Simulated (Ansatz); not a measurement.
# InAs (F-43m) in Ansatz: band structure with r2SCAN

Aim: the band structure of InAs with r2SCAN.

Program: Ansatz 0.2.0. These are calculated values, not measurements. Logs are shortened: lines on timing, memory, paths and dates and some standing lists are left out, and cuts for length are marked.

**Experimental background.**

From a printed reference work, data compilation, for a bulk crystal of InAs at 4.2 K: band gap 0.418 eV (direct).

The results are compared with them further down.

## 1. Starting point

Symmetry: F-43m, No. 216, cubic system. The conventional cell has a = 6.036 Å, b = 6.036 Å, c = 6.036 Å, α = 90.00°, β = 90.00°, γ = 90.00°. In (site symmetry -43m) is surrounded by 4 As at 2.61 Å. Around As (site symmetry -43m) lie 4 In at 2.61 Å.

## 2. Band structure, r2SCAN, spin-orbit coupling, no magnetisation

File input.yaml:

```yaml
crystal:
  lattice:
    - [0.0, 3.018, 3.018]
    - [3.018, 0.0, 3.018]
    - [3.018, 3.018, 0.0]
  atoms:
    - { symbol: In, position: [0.0, 0.0, 0.0] }
    - { symbol: As, position: [0.75, 0.75, 0.75] }
hamiltonian:
  xc: r2scan
  pseudopotentials: { kind: paw_fr }
magnetization:
  noncollinear: true
  spin_orbit: true
kpoints:
  mp_grid: { grid: [6, 6, 6] }
  band_path:
    path:
      - [[0.0, 0.0, 0.0], [0.5, 0.0, 0.5], [0.5, 0.25, 0.75], [0.375, 0.375, 0.75], [0.0, 0.0, 0.0], [0.5, 0.5, 0.5], [0.625, 0.25, 0.625], [0.5, 0.25, 0.75], [0.5, 0.5, 0.5], [0.375, 0.375, 0.75]]
      - [[0.625, 0.25, 0.625], [0.5, 0.0, 0.5]]
    npoints: 14
scf:
  occupations: { method: fermi_dirac, width: 0.05 }
  n_extra_bands: 6
output:
  forces: true
  stress: true
  eigenvalues: true
  fatbands: true
  write_density: true
  write_potential: true
  elf: true
  volumetric_format: npy
```

Potentials or basis: Ansatz PAW.

The run is started by

```console
$ ansatz run input.yaml --threads 2 --pin off --max-ram 5632MiB --backend cpu --events-out ev --progress --plain --runs-dir out
```

Standard output:

```text
Warning: RAYON_NUM_THREADS=2 ignored (pool sized by the plan → 2); use --threads N
scf.n_extra_bands = 6 over 28 filled bands (N_el = 28.0): the run solves 34 bands
Engine: ansatz 0.2.0, x86_64-unknown-linux-gnu
Pseudopotentials: kind: paw_fr
Pseudopotential: In, paw_fr, valence charge 13, recommended cutoff 500 eV (meta_gga), In.paw.azcp#standard-fr
Pseudopotential: As, paw_fr, valence charge 15, recommended cutoff 500 eV (meta_gga), As.paw.azcp#standard-fr
Functional definition: r2SCAN
  parameter k0 = 0.174
  parameter k1 = 0.065
  parameter a1 = 4.9479
  exchange = r2scan_x(k0 = k0, k1 = k1, a1 = a1)
  correlation = r2scan_c
non-collinear run that drives no moment, with spin-orbit: no starting moment large enough to seed its density (crystal.atoms[].spin), no starting occupations that ask for one, no magnetisation constraint and no magnetic field, so the semilocal B_xc is pinned to zero
Crystal: 2 atoms, lattice volume = 54.978 Å³
Basis set: ecut = 500 eV, 1411 PW (Γ), exchange–correlation on 128×128×128 points (64 copies of the dense FFT grid, shifted against one another)
Bands: 34, of which v1, the nominal top of the filled ones, is band 28 counted from 1 (27 counted from 0)
Symmetry: 24 space group operations + 24 with time reversal
Magnetic group: BNS 216.75 (UNI 1577), of the structure as read, at distance tolerance 3.8e-5 Å
k-points: 16 of 216 (time reversal used)
Projection manifold: j_resolved (fully-relativistic pseudo-atomic orbitals)
Non-local potential: In, projectors of the file, l = 0: 2, l = 1: 4, l = 2: 4, l = 3: 4
Non-local potential: As, projectors of the file, l = 0: 2, l = 1: 4, l = 2: 6, l = 3: 2
PAW form: soft (Blöchl's): semilocal exchange-correlation on the pseudo side does not see the compensation charge
PAW frozen core: In, regenerated for the run's functional (the file was generated under x = pbe(κ = 0.804, μ = 0.2195149727645171), c = pbe(β = 0.06672455060314922))
PAW frozen core: As, regenerated for the run's functional (the file was generated under x = pbe(κ = 0.804, μ = 0.2195149727645171), c = pbe(β = 0.06672455060314922))
PAW one-centre angular grid: In, 590 points (default); XC on 281 of its mesh's 2783 points in the sphere
PAW one-centre angular grid: As, 590 points (default); XC on 257 of its mesh's 2695 points in the sphere
Initial density: superposition of atomic densities (chi_scale 0.1, normalization cell, long waves kept (reshape's long-wave potential 0.00 eV rms))
Initial wavefunctions: pseudopotential atomic-orbital guess
Functional: x = r2scan, c = r2scan; τ floored in thin density (d = 2e-4 eV/Å³)
iter 1 solved again at ethr=1.70e-3 eV; its pass at ethr=3.10e-3 eV (dr2=4.77e-1 eV) is discarded
SCF iter   1: F=—  HF=-10464.503097 eV  |F-HF|=—  |Δ(HF+E_count)|=         —  Δρ=3.27e-2  dr2=4.79e-1  dr2_τ=2.56e-3  dr2_m=0.00e0 (ungated)  ethr=1.70e-3  |M|=0.00e0 ∫|m|=0.00e0 μB  |m|>n=0.0e0 m-floor=0.0e0 τ_xc=0.0e0  β_m=0.30  ⟨swp⟩=1.0  Hψ=3411  notcnv=0
preconditioner: auto → Kerker (q_TF=auto, 2.438 Å⁻¹)  [metal: Δε(μ)=0.072 eV  Ē_g=14.927 eV  σ=0.050 eV  W_gap=0.33  n_scr=14 (ndim 8)  ℏωp=21.2 eV  f_vac=0.008  D(μ)=0.11/eV (n_scr^D=0)]
spin=Noncollinear: Kerker preconditioning applied to the charge; magnetization (m_x, m_y, m_z) channels mix plain (no charge-response kernel on spin).
[... 8 lines left out ...]
SCF 1 converged in 8 iterations: F = -10464.529291 eV  dr2 = 5.02e-8
NSCF: frozen V_eff on 142 k-points
SCF converged after 8 iterations
Magnetization: |M| = 0.0000 μB,  M = (+0.0000, +0.0000, +0.0000) μB
Absolute magnetization: 0.0000 μB (∫|m|)
  site 0: m = (+0.0000, +0.0000, +0.0000) μB, |m| = 0.0000 μB  (R = 1.08 Å)
  site 1: m = (+0.0000, +0.0000, +0.0000) μB, |m| = 0.0000 μB  (R = 1.08 Å)
Free energy (F): -10464.529291 eV
Harris-Foulkes:  -10464.529291 eV  (|F-HF|=2.64e-8)
Internal energy: -10464.528732 eV  (E = F + TS)
E sigma→0 (E₀):  -10464.529011 eV
Entropy (-TS):   -0.000559 eV (-0.279 meV/atom)
Fermi energy:    7.910064 eV
--- Per-component energies (eV) ---
  E_band       = -328.421947
  E_kinetic    = 347.191631
  E_local      = -3271.195576  (includes V_loc(G=0)·N_el)
  E_nonlocal   = -301.627356
  E_hartree    = 1585.686674
  E_xc         = -275.279010
  E_vxc        = -191.170517  (∫ρ·V_xc dr)
  E_paw        = -6021.038753  (= ΣΔE_a)
  E_vpaw       = -94.753173  (= ΣTr[D̂ρ^β])
  E_aug_tail   = 0.000002  (compensation charges beyond the density's cutoff)
  E_vtau       = 11.771056  (kinetic-family band-sum trace: ∫τ·v_τ [+ j·A + Jᵃ·Aᵃ] dr)
  E_ewald      = -2527.799418
  E_core_change = -0.466927  (= ΣΔE_core)
  E_smearing   = -0.000559  (= −TS)
  E_closure    = 0.000000  (closes the sum)
  Σ components = -10464.529291   (vs F -10464.529291, Δ=0.00e0)
--- Forces (eV/Å), atoms counted from 1 ---
  atom   1  In    -0.00000000    -0.00000000     0.00000000
  atom   2  As     0.00000000    -0.00000000    -0.00000000
  max |Σ_I F_I| component: 2.16e-16 eV/Å
--- Stress (GPa, compression-positive) ---
        2.209941      -0.000000      -0.000000
       -0.000000       2.209941       0.000000
       -0.000000       0.000000       2.209941
  P = ⅓ Tr σ = 2.2099 GPa (22.099 kbar)
--- Band table (eV; the first three rows and the last of 16) ---
  k-point 0: bands = ["-28.3271", "-28.3271", "-28.3271", "-28.3271", "-27.6021", "-27.6021", "-27.5957", "-27.5957", "-27.5957", "-27.5957", "-7.6643", "-7.6643", "-7.6643", "-7.6643", "-6.8754", "-6.8754", "-6.7787", "-6.7787", "-6.7787", "-6.7787", "-4.6358", "-4.6358", "7.4648", "7.4648", "7.8031", "7.8031", "7.8031", "7.8031", "7.9756", "7.9756", "11.6559", "11.6559", "12.1192", "12.1192"]
  k-point 1: bands = ["-28.3271", "-28.3270", "-28.3270", "-28.3270", "-27.6021", "-27.6021", "-27.5958", "-27.5958", "-27.5957", "-27.5956", "-7.6721", "-7.6721", "-7.6667", "-7.6569", "-6.8825", "-6.8825", "-6.7923", "-6.7923", "-6.7759", "-6.7641", "-4.3342", "-4.3342", "5.2432", "5.2432", "7.2511", "7.2511", "7.4781", "7.4899", "9.3139", "9.3139", "12.2117", "12.2117", "12.4783", "12.4783"]
  k-point 2: bands = ["-28.3271", "-28.3270", "-28.3269", "-28.3269", "-27.6020", "-27.6020", "-27.5958", "-27.5958", "-27.5955", "-27.5954", "-7.6895", "-7.6895", "-7.6622", "-7.6524", "-6.8931", "-6.8931", "-6.8120", "-6.8120", "-6.7576", "-6.7459", "-3.5876", "-3.5876", "2.8773", "2.8773", "6.7480", "6.7480", "6.9855", "6.9956", "9.1863", "9.1863", "12.6793", "12.6793", "12.9011", "12.9028"]
  k-point 15: bands = ["-28.3270", "-28.3269", "-28.3269", "-28.3267", "-27.6018", "-27.6018", "-27.5957", "-27.5955", "-27.5955", "-27.5954", "-7.7643", "-7.6969", "-7.6285", "-7.6160", "-6.9905", "-6.8540", "-6.7846", "-6.7784", "-6.7582", "-6.7421", "-2.4617", "-2.4568", "1.8254", "1.8746", "4.7376", "4.7904", "4.8229", "4.9078", "11.0544", "11.1323", "11.4462", "11.5346", "14.5675", "14.7240"]
```

rho_z.tsv:

```text
# z_ang	rho[e/angstrom^3]	m_x[e/angstrom^3]	m_y[e/angstrom^3]	m_z[e/angstrom^3]	m_norm[e/angstrom^3]
# format = ansatz-planar-average/11
# lattice	0.000000000	3.018000000	3.018000000
# lattice	3.018000000	0.000000000	3.018000000
# lattice	3.018000000	3.018000000	0.000000000
# sites	2
# site	49	0.000000000	0.000000000	0.000000000
# site	33	4.527000000	4.527000000	4.527000000
0.000000	8.518988e-1	0.000000e0	0.000000e0	0.000000e0	0.000000e0
0.133378	7.961553e-1	0.000000e0	0.000000e0	0.000000e0	0.000000e0
0.266756	6.933113e-1	0.000000e0	0.000000e0	0.000000e0	0.000000e0
0.400134	5.634765e-1	0.000000e0	0.000000e0	0.000000e0	0.000000e0
0.533512	4.301587e-1	0.000000e0	0.000000e0	0.000000e0	0.000000e0
0.666890	3.121160e-1	0.000000e0	0.000000e0	0.000000e0	0.000000e0
[... 24 lines left out ...]
4.001340	8.238719e-1	0.000000e0	0.000000e0	0.000000e0	0.000000e0
4.134719	8.553317e-1	0.000000e0	0.000000e0	0.000000e0	0.000000e0
```

It took 16 s on 2 threads of AMD EPYC 9R45 (Zen 5), shared host; peak memory 0.79 GiB.

Results:

```
Free energy             : -10464.5293 eV
Pressure                : 2.2 GPa
Band gap on the k mesh  : 0.17 eV, direct
Band gap along the path : 0.17 eV, direct
```

Levels at the corners of the path, in eV from the valence-band top:
```csv
point,band 24,band 25,band 26,band 27,band 28,band 29,band 30,band 31,band 32,band 33
Γ,-0.34,0.00,0.00,0.00,0.00,0.17,0.17,3.85,3.85,4.32
X,-6.07,-2.53,-2.53,-2.52,-2.52,1.71,1.71,2.25,2.25,9.70
W,-5.88,-3.22,-3.14,-3.12,-3.01,4.39,4.48,4.54,4.59,5.27
K,-5.89,-3.50,-3.49,-2.14,-2.13,2.31,2.31,4.51,4.56,7.65
Γ,-0.34,0.00,0.00,0.00,0.00,0.17,0.17,3.85,3.85,4.32
L,-6.02,-1.26,-1.26,-1.02,-1.02,1.23,1.23,4.85,4.85,5.03
U,-5.89,-3.50,-3.49,-2.14,-2.13,2.31,2.31,4.51,4.56,7.65
W,-5.88,-3.22,-3.14,-3.12,-3.01,4.39,4.48,4.54,4.59,5.27
L,-6.02,-1.26,-1.26,-1.02,-1.02,1.23,1.23,4.85,4.85,5.03
K,-5.89,-3.50,-3.49,-2.14,-2.13,2.31,2.31,4.51,4.56,7.65
U,-5.89,-3.50,-3.49,-2.14,-2.13,2.31,2.31,4.51,4.56,7.65
X,-6.07,-2.53,-2.53,-2.52,-2.52,1.71,1.71,2.25,2.25,9.70
```

Caveat: the PAW data sets come from PBE, with cores solved anew for the run's functional, which leaves a small shift of forces and pressure.

## 3. Comparison with measurements

Step 2. Against the measured gap of InAs, 0.418 eV (direct; 4.2 K; a printed reference work, data compilation), the calculated 0.17 eV is off by -0.25 eV. The value is that of r2SCAN, without temperature or zero-point motion.
